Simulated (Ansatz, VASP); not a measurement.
**AgCl (Chlorargyrite) in VASP and in Ansatz**

```
Ag Cl
1.0
     0.00000    2.78864    2.78864
     2.78864    0.00000    2.78864
     2.78864    2.78864    0.00000
Ag Cl
1 1
Direct
  0.00000 0.00000 0.00000
  0.50000 0.50000 0.50000
```

Change from the starting cell: volume scaled by 1.06.

Alike in both runs: task single point; functional PBE; k mesh 8 × 8 × 8; occupations fermi-dirac, width 0.05 eV; no spin polarisation.

```csv
,VASP,Ansatz
version,VASP 6.6.1,Ansatz 0.2.0
potentials or method,"VASP PAW PBE potentials, release 64 (Ag, Cl)",Ansatz PAW
plane-wave cutoff (eV),520,420
valence electrons in the cell,18,26
```

Ansatz gave:

* gap on the k mesh at the Fermi level (eV): 0.92
* least direct gap on the mesh (eV): 3.13
* pressure (GPa): 0.8

**Question.** Which values does VASP return?

**Answer.** gap on the k mesh at the Fermi level (eV): 0.91; least direct gap on the mesh (eV): 3.13; pressure (GPa): 0.7.

The functional is the same, so the differences come from potentials, cutoffs and numerics. The two sets of potentials don't hold the same shells in valence.

A k mesh can miss the band edges.
